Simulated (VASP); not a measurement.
# MnO: equation of state with PBE

The system is MnO.

```
Mn O
1.0
     0.00000    2.22391    2.22391
     2.22391    0.00000    2.22391
     2.22391    2.22391    0.00000
Mn O
1 1
Direct
  0.00000 0.00000 0.00000
  0.50000 0.50000 0.50000
```

The cell is a database's computed one.

```
Program             : VASP 6.6.1
Task                : equation of state
Functional          : PBE
Potentials or basis : VASP PAW PBE potentials, release 64 (Mn_pv, O)
Cutoff              : 520 eV
k mesh              : 10 × 10 × 10
Occupations         : fermi-dirac, width 0.05 eV
Spin                : collinear spin, ferromagnetic start
Starting moments    : [4.0, 0.0] μB
```

The equilibrium volume is 11.03 Å³/atom (rough: see the caveat) and the bulk modulus is 115 GPa (rough).

Energy against volume, from the lowest point:
| volume (Å³/atom) | energy (meV/atom) |
| --- | --- |
| 10.339 | 15.58 |
| 10.559 | 7.54 |
| 10.779 | 2.37 |
| 10.999 | 0.00 |
| 11.219 | 1.24 |
| 11.439 | 5.69 |
| 11.659 | 12.74 |

All runs of the series together: 3.2 min on 1 thread of Intel(R) Xeon(R) Platinum 8488C (Sapphire Rapids), on a shared host.

Caveat: the fit is doubtful: noisy points or a state that changes with volume.
